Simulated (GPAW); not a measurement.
# PbSe (Clausthalite) (Fm-3m) in GPAW: settings compared, part 2 of 2

GPAW 26.7.0. The steps go on from the part before.

### 3 Phonons, optB88-vdW

The input, run.py:

```python
import json
import numpy as np
from ase import Atoms
from ase.constraints import FixSymmetry
from ase.io import write
from ase.optimize import BFGS
from ase.spacegroup import crystal
from phonopy import Phonopy
from phonopy.structure.atoms import PhonopyAtoms
from gpaw import GPAW, PW

# Pb 4a
# Se 4b
atoms = crystal(['Pb', 'Se'],
                basis=[[0.0, 0.0, 0.0],
                       [0.5, 0.0, 0.0]],
                spacegroup=225, setting=1,  # Fm-3m
                cellpar=[6.1213, 6.1213, 6.1213, 90.0, 90.0, 90.0],
                primitive_cell=True)

calc = GPAW(mode=PW(510),
            xc={'name': 'optB88-vdW', 'backend': 'libvdwxc'},
            kpts={'size': (8, 8, 8), 'gamma': True},
            occupations={'name': 'fermi-dirac', 'width': 0.05},
            nbands=19,
            convergence={'density': 1e-06, 'eigenstates': 1e-09},
            maxiter=150,
            legacy_gpaw=True,
            txt='gpaw.txt')
atoms.calc = calc
atoms.set_constraint(FixSymmetry(atoms))
BFGS(atoms, trajectory='relax.traj', logfile='-').run(fmax=0.005, steps=40)
atoms.set_constraint()
energy = atoms.get_potential_energy()
forces = atoms.get_forces()
calc.write('gs.gpw')
write('result.traj', atoms)
print('Cell:', atoms.cell.cellpar().round(4))
print(atoms.get_scaled_positions().round(5))

def force_constants(scale):
    unit = PhonopyAtoms(symbols=atoms.get_chemical_symbols(), cell=atoms.cell[:] * scale**(1 / 3),
                        scaled_positions=atoms.get_scaled_positions())
    ph = Phonopy(unit, supercell_matrix=np.diag([1, 1, 1]), primitive_matrix=np.eye(3), symprec=1e-4)
    ph.generate_displacements(distance=0.01)
    forces = []
    for i, sc in enumerate(ph.supercells_with_displacements):
        a = Atoms(sc.symbols, cell=sc.cell, scaled_positions=sc.scaled_positions, pbc=True)
        c = GPAW(mode=PW(510),
                 xc={'name': 'optB88-vdW', 'backend': 'libvdwxc'},
                 kpts={'size': (8, 8, 8), 'gamma': True},
                 occupations={'name': 'fermi-dirac', 'width': 0.05},
                 nbands=19,
                 convergence={'density': 1e-06, 'eigenstates': 1e-09},
                 maxiter=150,
                 legacy_gpaw=True,
                 txt=f'disp-{scale:.3f}-{i:02d}.txt')
        a.calc = c
        f = a.get_forces()
        forces.append(f - f.mean(axis=0))
        print(f'displacement {i}: drift', f.mean(axis=0).round(5), flush=True)
    ph.forces = forces
    ph.produce_force_constants()
    ph.symmetrize_force_constants()
    return ph

qpoints = [[0.0, 0.0, 0.0]]
results = {}
for scale in [1.0]:
    ph = force_constants(scale)
    ph.run_qpoints(qpoints)
    nu = ph.qpoints.frequencies * 33.35641  # THz to cm^-1
    results[f'{scale:.3f}'] = nu.tolist()
    for qp, f in zip(qpoints, nu):
        print(scale, np.round(qp, 4), f.round(2))
json.dump(results, open('phonons.json', 'w'))
```

Potentials or basis: GPAW PAW data sets (gpaw-data 1.2.1), pw.

Run with:

```
$ OMP_NUM_THREADS=1 python run.py
```

gpaw.txt:

```text
___ ___ ___ _ _ _
 |   |   |_  | | | |
 | | | | | . | | | |
 |__ |  _|___|_____|  26.7.0
 |___|_|

Input parameters:
  convergence: {density: 1e-06,
                eigenstates: 1e-09}
  kpts: {gamma: True,
         size: (8, 8, 8)}
  maxiter: 150
  mode: {ecut: 510.0,
         name: pw}
  nbands: 19
  occupations: {name: fermi-dirac,
                width: 0.05}
  xc: {backend: libvdwxc,
       name: optB88-vdW}

System changes: positions, numbers, cell, pbc, initial_charges, initial_magmoms

Initialize ...

species:
  Pb:
    name:    Lead
    Z:       82.0
    valence: 14
    core:    68
    charge:  0.0  # [|e|]
    compensation charges:
      type: gauss
      rc: 0.38  # [Å]
      lmax: 2
    cutoffs:
      filter: 2.36  # [Å]
      core: 2.43  # [Å]
    projectors
    | kind |    occ | energy [eV] | rcut [Å] |
    |------|--------|-------------|----------|
    |   6s |  2.000 |     -11.969 |    1.259 |
    |   6p |  2.000 |      -3.506 |    1.275 |
    |   5d | 10.000 |     -21.211 |    1.217 |
    |    s |        |      15.243 |    1.259 |
    |    p |        |      23.705 |    1.275 |
    |    d |        |       6.001 |    1.217 |

    Using partial waves for Pb as LCAO basis

  Se:
    name:    Selenium
    Z:       34.0
    valence: 6
    core:    28
    charge:  0.0  # [|e|]
    compensation charges:
      type: gauss
      rc: 0.27  # [Å]
      lmax: 2
    cutoffs:
      filter: 1.77  # [Å]
      core: 2.67  # [Å]
    projectors
    | kind |    occ | energy [eV] | rcut [Å] |
    |------|--------|-------------|----------|
    |   4s |  2.000 |     -17.277 |    0.847 |
    |   4p |  4.000 |      -6.512 |    1.005 |
    |    s |        |       9.935 |    0.847 |
    |    p |        |      20.699 |    1.005 |
    |    d |        |       0.000 |    0.847 |

    Using partial waves for Se as LCAO basis

Reference energy: -633377.995495  # eV

Spin-paired calculation

Convergence criteria:
 Maximum [total energy] change in last 3 cyles: 0.0005 eV / valence electron
 Maximum integral of absolute [dens]ity change: 1e-06 electrons / valence electron
 Maximum integral of absolute [eigenst]ate change: 1e-09 eV^2 / valence electron
 Maximum number of scf [iter]ations: 150
 (Square brackets indicate name in SCF output, whereas a 'c' in
 the SCF output indicates the quantity has converged.)

Symmetries present (total): 48

  ( 1  0  0)  ( 1  0  0)  ( 1  0  0)  ( 1  0  0)  ( 1  0 -1)  ( 1  0 -1)
  ( 1  0 -1)  ( 1 -1  0)  ( 0  1  0)  ( 0  0  1)  ( 1  0  0)  ( 1 -1  0)
  ( 1 -1  0)  ( 1  0 -1)  ( 0  0  1)  ( 0  1  0)  ( 1 -1  0)  ( 1  0  0)

  ( 1  0 -1)  ( 1  0 -1)  ( 1 -1  0)  ( 1 -1  0)  ( 1 -1  0)  ( 1 -1  0)
  ( 0  1 -1)  ( 0  0 -1)  ( 1  0  0)  ( 1  0 -1)  ( 0 -1  1)  ( 0 -1  0)
  ( 0  0 -1)  ( 0  1 -1)  ( 1  0 -1)  ( 1  0  0)  ( 0 -1  0)  ( 0 -1  1)

  ( 0  1  0)  ( 0  1  0)  ( 0  1  0)  ( 0  1  0)  ( 0  1 -1)  ( 0  1 -1)
  ( 1  0  0)  ( 0  1 -1)  ( 0  0  1)  (-1  1  0)  ( 1  0 -1)  ( 0  1  0)
  ( 0  0  1)  (-1  1  0)  ( 1  0  0)  ( 0  1 -1)  ( 0  0 -1)  (-1  1  0)

  ( 0  1 -1)  ( 0  1 -1)  ( 0  0  1)  ( 0  0  1)  ( 0  0  1)  ( 0  0  1)
  ( 0  0 -1)  (-1  1  0)  ( 1  0  0)  ( 0  1  0)  ( 0 -1  1)  (-1  0  1)
  ( 1  0 -1)  ( 0  1  0)  ( 0  1  0)  ( 1  0  0)  (-1  0  1)  ( 0 -1  1)

  ( 0  0 -1)  ( 0  0 -1)  ( 0  0 -1)  ( 0  0 -1)  ( 0 -1  1)  ( 0 -1  1)
  ( 1  0 -1)  ( 0  1 -1)  ( 0 -1  0)  (-1  0  0)  ( 1 -1  0)  ( 0  0  1)
  ( 0  1 -1)  ( 1  0 -1)  (-1  0  0)  ( 0 -1  0)  ( 0 -1  0)  (-1  0  1)

  ( 0 -1  1)  ( 0 -1  1)  ( 0 -1  0)  ( 0 -1  0)  ( 0 -1  0)  ( 0 -1  0)
  ( 0 -1  0)  (-1  0  1)  ( 1 -1  0)  ( 0  0 -1)  ( 0 -1  1)  (-1  0  0)
  ( 1 -1  0)  ( 0  0  1)  ( 0 -1  1)  (-1  0  0)  ( 1 -1  0)  ( 0  0 -1)

  (-1  1  0)  (-1  1  0)  (-1  1  0)  (-1  1  0)  (-1  0  1)  (-1  0  1)
  ( 0  1  0)  ( 0  1 -1)  (-1  0  1)  (-1  0  0)  ( 0  0  1)  ( 0 -1  1)
  ( 0  1 -1)  ( 0  1  0)  (-1  0  0)  (-1  0  1)  ( 0 -1  1)  ( 0  0  1)

  (-1  0  1)  (-1  0  1)  (-1  0  0)  (-1  0  0)  (-1  0  0)  (-1  0  0)
  (-1  1  0)  (-1  0  0)  ( 0  0 -1)  ( 0 -1  0)  (-1  1  0)  (-1  0  1)
  (-1  0  0)  (-1  1  0)  ( 0 -1  0)  ( 0  0 -1)  (-1  0  1)  (-1  1  0)

512 k-points: 8 x 8 x 8 Monkhorst-Pack grid + [1/16,1/16,1/16]
29 k-points in the irreducible part of the Brillouin zone
       k-points in crystal coordinates                weights
   0:     0.00000000    0.00000000    0.00000000          1/512
   1:     0.12500000    0.12500000    0.00000000          6/512
   2:     0.12500000    0.12500000    0.12500000          8/512
   3:     0.25000000    0.12500000    0.12500000         12/512
   4:     0.25000000    0.25000000    0.00000000          6/512
   5:     0.25000000    0.25000000    0.12500000         24/512
   6:     0.25000000    0.25000000    0.25000000          8/512
   7:     0.37500000    0.25000000   -0.37500000         24/512
   8:     0.37500000    0.25000000    0.12500000         24/512
   9:     0.37500000    0.25000000    0.25000000         24/512
          ...
  28:     0.50000000    0.50000000    0.50000000          4/512

Wave functions: Plane wave expansion
  Cutoff energy: 510.000 eV
  Number of coefficients (min, max): 1459, 1524
  Pulay-stress correction: 0.000000 eV/Ang^3 (de/decut=0.000000)
  Using FFTW library
  ScaLapack parameters: grid=1x1, blocksize=None
  Wavefunction extrapolation:
    Improved wavefunction reuse through dual PAW basis

Occupation numbers: Fermi-Dirac:
  width: 0.0500  # eV

Eigensolver
   Davidson(niter=2)

Densities:
  Coarse grid: 24*24*24 grid
  Fine grid: 48*48*48 grid
  Total Charge: 0.000000

Density mixing:
  Method: separate
  Backend: msr1
  Linear mixing parameter: 0.05
  old densities: 10
  Width of damping distribution: 1.1
  Damping of long wavelength oscillations: 20

Hamiltonian:
  XC and Coulomb potentials evaluated on a 48*48*48 grid
  Using the optB88 Exchange-Correlation functional
  External potential:
    NoExternalPotential

XC parameters: optB88 with libvdwxc
  Mode: serial
  Semilocal: GGA_X_OPTB88_VDW+LDA_C_PW with 2 nearest neighbor stencil
  Corresponding non-local functional: vdW-DF
  Local blocksize: 48 x 48 x 48
  PAW datasets: PBE

Number of atoms: 2
Number of atomic orbitals: 13
Number of bands in calculation: 19
Number of valence electrons: 20
Bands to converge: occupied

... initialized

Initializing position-dependent things.

Density initialized from atomic densities
Creating initial wave functions:
  13 bands from LCAO basis set
  6 bands from random numbers

                Se

       Pb

Atomic positions and initial magnetic moments

Positions:
   0 Pb     0.000000    0.000000    0.000000    ( 0.0000,  0.0000,  0.0000)
   1 Se     3.060650    3.060650    3.060650    ( 0.0000,  0.0000,  0.0000)

Unit cell:
           periodic     x           y           z      points  spacing
  1. axis:    yes    0.000000    3.060650    3.060650    24     0.1473
  2. axis:    yes    3.060650    0.000000    3.060650    24     0.1473
  3. axis:    yes    3.060650    3.060650    0.000000    24     0.1473

  Lengths:   4.328413   4.328413   4.328413
  Angles:   60.000000  60.000000  60.000000

Effective grid spacing dv^(1/3) = 0.1607

iter:   1   -88.151931
iter:   2   -88.084466   -1.54  -1.20
iter:   3   -87.861216   -1.80  -1.25
iter:   4   -87.863474   -3.10  -1.81
iter:   5   -87.865305c  -3.44  -2.05
iter:   6   -87.865226c  -4.60  -3.10
iter:   7   -87.865288c  -4.91  -3.17
iter:   8   -87.865280c  -5.48  -3.78
iter:   9   -87.865283c  -5.91  -3.86
iter:  10   -87.865283c  -7.49  -4.24
iter:  11   -87.865283c  -7.03  -4.47
iter:  12   -87.865283c  -8.56  -4.91
iter:  13   -87.865283c  -9.40c -5.32
iter:  14   -87.865283c -10.63c -6.09c

Converged after 14 iterations.

Dipole moment: (-0.000000, -0.000000, -0.000000) |e|*Ang

Energy contributions relative to reference atoms: (reference = -633377.995495)

Kinetic:        +23.155205
Potential:      -22.288290
External:        +0.000000
XC:             -88.137473
Entropy (-ST):   -0.000378
Local:           -0.594537
SIC:             +0.000000
--------------------------
Free energy:    -87.865472
Extrapolated:   -87.865283

Non-local optB88 correlation energy: 1.936844
Semilocal GGA_X_OPTB88_VDW+LDA_C_PW energy: -164.430554
(Not including atomic contributions)
Showing only first 2 kpts
 Kpt  Band  Eigenvalues  Occupancy
  0     8      4.12339    2.00000
  0     9      4.12339    2.00000
  0    10     10.63063    0.00000
  0    11     10.63063    0.00000

  1     8      3.90167    2.00000
  1     9      4.90417    2.00000
  1    10      8.63280    0.00000
  1    11     10.49877    0.00000

Fermi level: 6.16099

Gap: 0.266 eV
Transition (v -> c):
  (s=0, k=28, n=9, [0.50, 0.50, 0.50]) -> (s=0, k=28, n=10, [0.50, 0.50, 0.50])
No difference between direct/indirect transitions

Forces in eV/Ang:
  0 Pb    0.00000   -0.00000    0.00000
  1 Se    0.00000    0.00000    0.00000

Writing to gs.gpw (mode='')
```

Wall time 4.1 min (1 thread of Arm Neoverse N1, shared host); peak memory 0.33 GiB.

What came out:

* Free energy: -87.8655 eV
* Band gap on the k mesh: 0.27 eV, direct
* Highest phonon frequency at Γ, LO-TO splitting left out: 59 cm⁻¹

Final structure:
```xyz
2
Lattice="0.0000 3.0606 3.0606 3.0606 0.0000 3.0606 3.0606 3.0606 0.0000" Properties=species:S:1:pos:R:3 pbc="T T T"
Pb    0.0000    0.0000    0.0000
Se    3.0606    3.0606    3.0606
```

Levels at points of the mesh, in eV from the valence-band top:
```tsv
k point	band 8	band 9	band 10	band 11	band 12	band 13
(0.00, 0.00, 0.00)	-1.90	-1.90	-1.90	4.60	4.60	4.60
(0.50, 0.50, 0.00)	-4.98	-3.25	-3.25	3.75	5.51	5.51
(0.50, 0.50, 0.50)	-1.50	-1.50	0.00	0.27	1.65	1.65
```

Phonon frequencies in cm⁻¹ (negative: imaginary):
| q point | frequencies |
| --- | --- |
| (0.000, 0.000, 0.000) | 0 0 0 59 59 59 |

Caveat: the LO-TO splitting is left out; spin-orbit coupling is left out, which as a rule narrows the gap of such compounds by several tenths of an eV.

### 4 Against experiment

Step 2. Measured gap of PbSe: 0.28 eV (direct; 300 K; a printed reference work, monograph). This calculation gives 0.16 eV (-0.12 eV). 2 values of this kind are on record (0.15 to 0.28 eV); this one was drawn at random. Spin-orbit coupling on Pb, Se is left out. The value is that of PBEsol+D4 on a finite k mesh, which can miss the band edges, without temperature or zero-point motion. Semilocal functionals fall short of measured gaps as a rule.

Step 3. Against the measured gap of PbSe, 0.28 eV (direct; 300 K; a printed reference work, monograph), the calculated 0.27 eV is off by -0.01 eV. 2 values of this kind are on record (0.15 to 0.28 eV); this one was drawn at random. Spin-orbit coupling on Pb, Se is left out. The value is that of optB88-vdW on a finite k mesh, which can miss the band edges, without temperature or zero-point motion.
